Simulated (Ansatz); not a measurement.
Ni:

```
Ni
1.0
     2.44802    0.00000    0.00000
    -1.22401    2.12005    0.00000
     0.00000    0.00000    4.07281
Ni
2
Direct
  0.66667 0.33333 0.75000
  0.33333 0.66667 0.25000
```

This isn't the form of Ni at room conditions, which is fcc.

| Quantity | Value |
| --- | --- |
| Program | Ansatz 0.2.0 |
| Task | relaxation of cell and atoms |
| Functional | HSEsol |
| Potentials or basis | Ansatz PAW |
| Cutoff | 420 eV (not typed: the program's choice for these potentials) |
| k mesh | 6 × 6 × 4 |
| Occupations | fermi-dirac, width 0.05 eV |
| Spin | collinear spin, ferromagnetic start |
| Starting moments | [1.0, 1.0] μB |

At the start: volume 10.57 Å³/atom.

**Question.** Where does the relaxation end?

**Answer.** It ends after 8 steps and the volume is 10.47 Å³/atom (-0.9 %); space group P6_3/mmc (No. 194, to 0.05 Å); moment 1.52 μB per cell.

The path:
| step | energy change (eV) | largest force (eV/Å) | volume (Å³) |
| --- | --- | --- | --- |
| 1 | 0.0000 | 0.0000 | 21.14 |
| 2 | -0.0058 | 0.0000 | 21.06 |
| 3 | -0.0096 | 0.0000 | 20.90 |
| 4 | -0.0095 | 0.0000 | 20.94 |
| 5 | -0.0095 | 0.0000 | 20.94 |
| 6 | -0.0088 | 0.0000 | 20.94 |
| 7 | -0.0088 | 0.0000 | 20.94 |
| 8 | -0.0088 | 0.0000 | 20.94 |

Final structure:
```
Ni
1.0
     2.46019    0.00000    0.00000
    -1.23009    2.13058    0.00000
     0.00000    0.00000    3.99485
Ni
2
Direct
  0.66667 0.33333 0.75000
  0.33333 0.66667 0.25000
```

Caveat: the k mesh is coarse (spacing up to 0.49 Å⁻¹), so the values aren't converged, least of all with exact exchange; the magnetic or orbital state may not be the lowest; the plane-wave basis is chosen anew once the cell has moved, so the energies of steps on either side of that aren't comparable; the pressure holds a Pulay correction of +0.4 GPa for the finite cutoff; the PAW data sets come from PBE, with cores solved anew for the run's functional, which leaves a small shift of forces and pressure.
